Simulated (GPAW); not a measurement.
A run of GPAW 26.7.0 is set up as follows.

run.py

```python
import numpy as np
from ase.dft.bandgap import bandgap
from ase.io import read, write
from ase.units import GPa
from gpaw import GPAW, PW, setup_paths
from gpaw.spinorbit import soc_eigenstates

setup_paths.insert(0, '.')

atoms = read('POSCAR')

calc = GPAW(mode=PW(600),
            xc='PBEsol',
            kpts={'size': (6, 6, 6), 'gamma': True},
            occupations={'name': 'fermi-dirac', 'width': 0.05},
            nbands=16,
            convergence={'density': 1e-05, 'energy': 1e-05},
            maxiter=150,
            txt='gpaw.txt')
atoms.calc = calc
energy = atoms.get_potential_energy()
forces = atoms.get_forces()
stress = atoms.get_stress()
calc.write('gs.gpw')
write('result.traj', atoms)
print(f'Energy: {energy:.6f} eV')
print('Forces (eV/A):')
print(forces.round(4))
print('Stress (GPa):', (stress / GPa).round(3))
print('Fermi level:', round(calc.get_fermi_level(), 4), 'eV')
print(f'Gap: {bandgap(calc)[0]:.4f} eV, direct: {bandgap(calc, direct=True)[0]:.4f} eV')

path = atoms.cell.bandpath('GXWKGLUWLK,UX', npoints=60, eps=1e-4)
bs_calc = calc.fixed_density(kpts=path, symmetry='off', nbands=31,
                             convergence={'bands': 'CBM+6.0', 'eigenstates': 1e-6}, txt='bands.txt')
bs = bs_calc.band_structure()
bs.write('bs.json')
print(f'Gap on the path: {bandgap(bs_calc)[0]:.4f} eV')

soc = soc_eigenstates(bs_calc, theta=54.7, phi=45)
np.savetxt('soc_bands.dat', soc.eigenvalues(), fmt='%.4f')
mesh = soc_eigenstates('gs.gpw', theta=54.7, phi=45)
np.savetxt('soc_mesh.dat', mesh.eigenvalues(), fmt='%.4f')
print('Fermi level with spin-orbit coupling:', round(mesh.fermi_level, 4), 'eV')
```

The input POSCAR:

```
RbBr
1.0
    0.0000000000      3.4270000000      3.4270000000
    3.4270000000      0.0000000000      3.4270000000
    3.4270000000      3.4270000000      0.0000000000
Rb Br
1 1
Direct
    0.0000000000      0.0000000000      0.0000000000
    0.5000000000      0.5000000000      0.5000000000
```

Potentials or basis: PAW data sets generated in the run's folder for this functional, pw.

The run is started by

```bash
$ gpaw-setup -f PBEsol Br Rb
$ OMP_NUM_THREADS=1 python run.py
```

(1) What does it give for the band gap on the k mesh?

(2) Predict the band gap along the path.

(3) Predict the pressure.

## Answers

(1) 4.04 eV, direct.

(2) 4.04 eV, direct.

(3) 0.0 GPa.

Caveat: spin-orbit coupling was added after a scalar SCF, so levels and gaps hold it while energy, forces, pressure and moments don't; this program's spin-orbit splittings come out too wide for heavy elements.
